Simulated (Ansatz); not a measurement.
Zn:

```
CELL_PARAMETERS angstrom
-1.56904 1.56904 1.56904
1.56904 -1.56904 1.56904
1.56904 1.56904 -1.56904
ATOMIC_POSITIONS crystal
Zn 0.00000 0.00000 0.00000
```

This isn't the form of Zn at room conditions, which is hcp.

Base run:

* Program: Ansatz 0.2.0
* Functional: RPBE
* Potentials or basis: Ansatz PAW
* Cutoff: 420 eV (not typed: the program's choice for these potentials)
* k mesh: 12 × 12 × 12
* Occupations: fermi-dirac, width 0.05 eV
* Spin: no spin polarisation

Its results: band gap on the k mesh none (metal or under the smearing width); pressure 2.5 GPa.

Q: The run is repeated on the same cell with these changes: functional from RPBE to PBE. What comes out?

A: Band gap on the k mesh none (metal or under the smearing width); pressure -0.3 GPa.

PBE binds more tightly than RPBE, so the same cell stands under less pressure.

Caveats: the PAW data sets come from PBE, with cores solved anew for the run's functional, which leaves a small shift of forces and pressure (some runs).
